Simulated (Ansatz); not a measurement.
Input of an Ansatz 0.2.0 run:

run.py

```python
import json

import ase.io
import numpy as np

import ansatz as az

atoms = ase.io.read("POSCAR", format="vasp")

calculation = (
    az.Crystal.from_ase(atoms)
    .symmetry(detect=False)
    .calculation()
    .basis(cutoff=450.0)
    .kpoints(9, 9, 9)
    .functional("revpbe")
    .pseudopotentials(kind="paw", source="jth")
    .occupations(method="tetrahedron")
    .xc_energy_on_converged_density(("lda", "pbe", "pbesol", "rpbe", "blyp", "r2scan"))
    .forces()
    .stress()
    .band_table(publish=True)
)
outcome = calculation.run(threads=2, events_out="events.jsonl")

report = outcome.report
for line in open("events.jsonl"):
    event = json.loads(line)
    if event["event"] == "scf_iter":
        d = event["data"]
        print(f"SCF {d['iter']:3d}  HF = {d['harris_foulkes_ev']:.6f} eV  dr2 = {d['dr2_ev']:.2e} eV")
    elif event["event"] in ("relax_step", "md_step"):
        d = event["data"]
        print(f"{event['event']} {d['step']:3d}  E = {d['lagrangian_ev']:.6f} eV")
np.set_printoptions(precision=5, suppress=True, linewidth=110)
print("converged:", report["converged"], "after", report["n_iterations"], "iterations")
print(f"free energy {report['free_energy_ev']:.6f} eV, Fermi level {report['fermi_energy_ev']:.4f} eV")
for key in ("band_edges_ev", "magnetization_mub", "site_moments_mub", "site_moments_nc_mub", "forces_ev_ang",
                "stress_gpa"):
    if report.get(key) is not None:
        print(key, np.array(report[key]), sep="\n")
```

POSCAR

```
HfO2
1.0
    0.0000000000      2.4508112569      2.4508112569
    2.4508112569      0.0000000000      2.4508112569
    2.4508112569      2.4508112569      0.0000000000
Hf O
1 2
Direct
    0.0000000000      0.0000000000      0.0000000000
    0.7500000000      0.7500000000      0.7500000000
    0.2500000000      0.2500000000      0.2500000000
```

Potentials or basis: JTH PAW.

The run is started by

```sh
$ python run.py
```

Question: Estimate the band gap on the k mesh.

Answer: 4.23 eV, indirect (least direct gap 4.41 eV).

Question: Estimate the pressure.

Answer: 37.3 GPa.

Caveat: the potentials were made for another functional, which shifts forces and pressure; odd divisions of the mesh miss points on the zone boundary, where band edges often lie, so the gap on the mesh can be too wide; the pressure holds a Pulay correction of +6.4 GPa for the finite cutoff; spin-orbit coupling is left out, which moves the levels of the heavy elements; with tetrahedron occupations forces and stress needn't match the slope of the energy; the cutoff lies under the one recommended for these potentials. A k mesh can miss the band edges.
